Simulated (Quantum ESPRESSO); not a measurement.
## Fe under changes of volume

One of the cells (11.435 Å³/atom); the others are scaled copies at fixed shape and fractional positions:

```
Fe
1.0
     0.00000    1.94174    1.96511
     1.49844    0.00000    1.96511
     1.49844    1.94174    0.00000
Fe
1
Direct
  0.00000 0.00000 0.00000
```

| Quantity | Value |
| --- | --- |
| Program | Quantum ESPRESSO 7.5 |
| Functional | PBEsol |
| Potentials or basis | GBRV 1.5 PBEsol |
| Cutoff | 762 eV |
| Density cutoff | 6095 eV |
| k mesh | 13 × 13 × 13 |
| Occupations | fermi-dirac, width 0.05 eV |
| Spin | collinear spin, ferromagnetic start |
| Starting moments | [3.0] μB |

```csv
volume (Å³/atom),energy over the lowest point (meV/atom),pressure (GPa),moment (μB per cell)
10.749,0.57,2.7,2.13
10.978,0.00,-1.6,2.17
11.207,5.26,-5.5,2.22
11.435,?,?,?
11.664,29.78,-11.6,2.31
11.893,48.41,-14.0,2.36
12.121,69.76,-15.4,2.44
```

Q: What does the run at 11.435 Å³/atom give?

A: Energy over the lowest point 15.35 meV/atom; pressure -8.6 GPa; moment 2.27 μB per cell.

Worked out: A Birch-Murnaghan fit of order 3 (a polynomial in V^(-2/3)) to the other rows has its minimum at 10.88 Å³/atom with B0 = V·E''(V) = 202 GPa and B' = 5.5 at fixed shape and positions, which overstates the stiffness. It gives 15.36 meV/atom at 11.435 Å³/atom, against the run's 15.35, and -dE/dV = -8.7 GPa, against -8.6. A parabola through the other rows of the moment, of slope 0.219 μB per Å³/atom there, gives 2.26 μB, against the run's 2.27.

Energies are extrapolated to zero smearing.
